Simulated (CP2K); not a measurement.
Wanted: the native input for a CP2K 2026.2 run.

```yaml
Task: single point
Functional: PBE
Potentials_or_basis: GTH_POTENTIALS Ga GTH-PBE-q13; SZV-MOLOPT-SR-GTH basis
Density_cutoff: 6123 eV
k_mesh: 10 × 8 × 7
Occupations: fermi-dirac, width 0.05 eV
Spin: no spin polarisation
SCF_solver: diagonalisation with k points
Quickstep_method: GPW
EPS_DEFAULT: 1.0E-9
EPS_SCF: 1.0E-6
MAX_SCF: 100
SCF_GUESS: ATOMIC
k_points_reduced_by_the_point_group: yes
Mesh_centred_on_Gamma: yes
CHOLESKY: OFF
EPS_EIGVAL: 1.0E-7
MIXING_METHOD: BROYDEN_MIXING
MIXING_ALPHA: 0.4
NBUFFER: 8
NGRIDS: 4
Basis_sets: Ga SZV-MOLOPT-SR-GTH-q13
Potentials: Ga GTH-PBE-q13 of GTH_POTENTIALS
ADDED_MOS: "[5]"
REL_CUTOFF_Ry: 60 Ry
MIXING_BETA_1/bohr: 1.5 1/bohr
CUTOFF_of_the_grids: 450 Ry
```

Ga:

```
Ga
1.0
     2.77842    0.00000    0.00000
     0.00000    3.28161    0.00000
    -1.34343    0.00000    3.99027
Ga
2
Cartesian
  -0.6607 2.4612 3.0732
  2.0957 0.8204 0.9171
```

This isn't the form of Ga at room conditions, which is orthorhombic.

One way to write it, as run:

ga_scf.inp

```
&GLOBAL
  PROJECT ga_scf
  RUN_TYPE ENERGY_FORCE
  PRINT_LEVEL LOW
&END GLOBAL
&FORCE_EVAL
  METHOD QS
  STRESS_TENSOR ANALYTICAL
  &DFT
    BASIS_SET_FILE_NAME BASIS_MOLOPT
    POTENTIAL_FILE_NAME GTH_POTENTIALS
    &MGRID
      CUTOFF 450
      REL_CUTOFF 60
      NGRIDS 4
    &END MGRID
    &QS
      METHOD GPW
      EPS_DEFAULT 1.0E-9
    &END QS
    &KPOINTS
      SCHEME MONKHORST-PACK 10 8 7
      GAMMA_CENTERED T
      SYMMETRY T
      SYMMETRY_BACKEND SPGLIB
    &END KPOINTS
    &SCF
      SCF_GUESS ATOMIC
      EPS_SCF 1.0E-6
      MAX_SCF 100
      ADDED_MOS 5
      CHOLESKY OFF
      EPS_EIGVAL 1.0E-7
      &DIAGONALIZATION ON
        ALGORITHM STANDARD
      &END DIAGONALIZATION
      &MIXING ON
        METHOD BROYDEN_MIXING
        ALPHA 0.4
        BETA 1.5
        NBUFFER 8
      &END MIXING
      &SMEAR ON
        METHOD FERMI_DIRAC
        ELECTRONIC_TEMPERATURE 580.23
      &END SMEAR
    &END SCF
    &XC
      &XC_FUNCTIONAL PBE
      &END XC_FUNCTIONAL
    &END XC
    &PRINT
      &KPOINTS ON
      &END KPOINTS
      &MULLIKEN ON
      &END MULLIKEN
      &MO ON
        ENERGIES T
        OCCUPATION_NUMBERS T
        &EACH
          QS_SCF 0
        &END EACH
        ADD_LAST NUMERIC
      &END MO
    &END PRINT
  &END DFT
  &SUBSYS
    &CELL
      ABC 2.7784220849 3.2816087900 4.2103547521
      ALPHA_BETA_GAMMA 90.0000000000 108.6071685822 90.0000000000
      PERIODIC XYZ
    &END CELL
    &COORD
      Ga  -0.6607008214 2.4612065925 3.0731760430
      Ga  2.0956918077 0.8204021975 0.9170971333
    &END COORD
    &KIND Ga
      BASIS_SET SZV-MOLOPT-SR-GTH-q13
      POTENTIAL GTH-PBE-q13
    &END KIND
    &PRINT
      &ATOMIC_COORDINATES ON
      &END ATOMIC_COORDINATES
      &CELL ON
      &END CELL
    &END PRINT
  &END SUBSYS
  &PRINT
    &FORCES ON
    &END FORCES
    &STRESS_TENSOR ON
    &END STRESS_TENSOR
  &END PRINT
&END FORCE_EVAL
```

Potentials or basis: GTH_POTENTIALS Ga GTH-PBE-q13; SZV-MOLOPT-SR-GTH basis.

The run is started by

```console
$ OMP_NUM_THREADS=1 cp2k.psmp -i ga_scf.inp -o ga_scf.out
```

It gave:

* Pressure: 7.2 GPa
* Largest force: 0.617 eV/Å
* Band gap on the k mesh: none (metal or under the smearing width)

Caveat: a minimal basis gives rough bond lengths, pressures and levels; the basis of atomic orbitals isn't converged, which shifts pressures, moduli and gaps.

Wall time 10 s on 1 thread of Arm Neoverse V2 (shared host), peak memory 0.21 GiB.
